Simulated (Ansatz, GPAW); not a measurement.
Given: the input of a run of Ansatz 0.2.0 on Mg. This isn't the form of Mg at room conditions, which is hcp.

Contents of input.yaml:

```yaml
crystal:
  lattice:
    - [-1.7727644967, 1.7727644967, 1.7727644967]
    - [1.7727644967, -1.7727644967, 1.7727644967]
    - [1.7727644967, 1.7727644967, -1.7727644967]
  atoms:
    - { symbol: Mg, position: [0.0, 0.0, 0.0] }
kpoints:
  mp_grid: { grid: [11, 11, 11] }
scf:
  occupations: { method: gaussian, width: 0.1 }
hamiltonian:
  xc: lda
  pseudopotentials: { kind: all_electron, lapw: { basis_error: 0.001 } }
output:
  forces: true
  stress: true
  eigenvalues: true
```

Potentials or basis: all-electron LAPW, scalar-relativistic.

The run is started by

```bash
$ ansatz run input.yaml --threads 1 --pin off --max-ram 3072MiB --backend cpu --events-out ev --progress --plain --runs-dir out
```

Translate it to GPAW 26.7.0 (ASE script). Potentials or basis there: the program's PAW data sets (release 1.2.1) made for this functional, cutoff 800 eV.

As run (cutoffs and basis follow the program's own potentials, and thresholds, step limits or extra output files can differ):

Contents of run.py:

```python
from ase import Atoms
from ase.dft.bandgap import bandgap
from ase.io import write
from ase.units import Bohr, GPa
from gpaw import GPAW, PW
from gpaw.elf import elf_from_dft_calculation

atoms = Atoms(['Mg'],
              cell=[[-1.7727644967, 1.7727644967, 1.7727644967],
                    [1.7727644967, -1.7727644967, 1.7727644967],
                    [1.7727644967, 1.7727644967, -1.7727644967]],
              scaled_positions=[[0.0, 0.0, 0.0]],
              pbc=True)

calc = GPAW(mode=PW(800),
            xc='LDA',
            kpts={'size': (11, 11, 11), 'gamma': True},
            occupations={'name': 'methfessel-paxton', 'order': 0, 'width': 0.1},
            nbands=12,
            convergence={'density': 1e-05, 'energy': 1e-05},
            maxiter=150,
            txt='gpaw.txt')
atoms.calc = calc
energy = atoms.get_potential_energy()
forces = atoms.get_forces()
stress = atoms.get_stress()
calc.write('gs.gpw')
write('result.traj', atoms)
print(f'Energy: {energy:.6f} eV')
print('Forces (eV/A):')
print(forces.round(4))
print('Stress (GPa):', (stress / GPa).round(3))
print('Fermi level:', round(calc.get_fermi_level(), 4), 'eV')
print(f'Gap: {bandgap(calc)[0]:.4f} eV, direct: {bandgap(calc, direct=True)[0]:.4f} eV')

# fields on the real-space grid
write('density.cube', atoms, data=calc.get_pseudo_density() * Bohr**3)
write('potential.cube', atoms, data=calc.get_electrostatic_potential())
write('elf.cube', atoms, data=elf_from_dft_calculation(calc).data)
```

Potentials or basis: the program's PAW data sets (release 1.2.1) made for this functional, pw.

Launch:

```bash
$ OMP_NUM_THREADS=1 python run.py
```

Both were run:

|  | Ansatz | GPAW |
| --- | --- | --- |
| Pressure | -1.3 GPa | -1.3 GPa |

Where Ansatz's input types no cutoff or centring, it takes its own default and a Γ-centred mesh.

The two programs' LDA may be different fits to the electron gas.

Pressure is positive in compression.
